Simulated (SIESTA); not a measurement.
YN under changes of volume

One of the cells (14.500 Å³/atom); the others are scaled copies at fixed shape and fractional positions:

```xyz
2
Lattice="0.0000 2.4385 2.4385 2.4385 0.0000 2.4385 2.4385 2.4385 0.0000" Properties=species:S:1:pos:R:3 pbc="T T T"
Y     0.0000    0.0000    0.0000
N     2.4385    2.4385    2.4385
```

* Program: SIESTA 5.4.2
* Functional: PBEsol
* Potentials or basis: PseudoDojo 0.4 standard (PBEsol files)
* Basis: DZP (energy shift 0.003 Ry; two zetas on semicore shells)
* Grid cutoff: 800 Ry
* Energy shift: 0.003 Ry
* k mesh: 9 × 9 × 9
* Occupations: fermi-dirac, width 0.05 eV
* Spin: no spin polarisation

```tsv
volume (Å³/atom)	energy over the lowest point (meV/atom)	pressure (GPa)
13.630	27.76	11.2
13.920	?	?
14.210	2.29	3.1
14.500	0.00	-0.4
14.790	3.63	-3.6
15.080	12.74	-6.4
15.370	26.73	-9.0
```

Problem. What does the run at 13.920 Å³/atom give?

Solution. Energy over the lowest point 11.41 meV/atom; pressure 7.0 GPa.

Worked out: A Birch-Murnaghan fit of order 3 (a polynomial in V^(-2/3)) to the other rows has its minimum at 14.46 Å³/atom with B0 = V·E''(V) = 168 GPa and B' = 4.2. It gives 11.32 meV/atom at 13.920 Å³/atom, against the run's 11.41, and -dE/dV = 7.0 GPa, against 7.0.

Energies are extrapolated to zero smearing.

Caveats: the basis of atomic orbitals isn't converged, which shifts pressures, moduli and gaps.
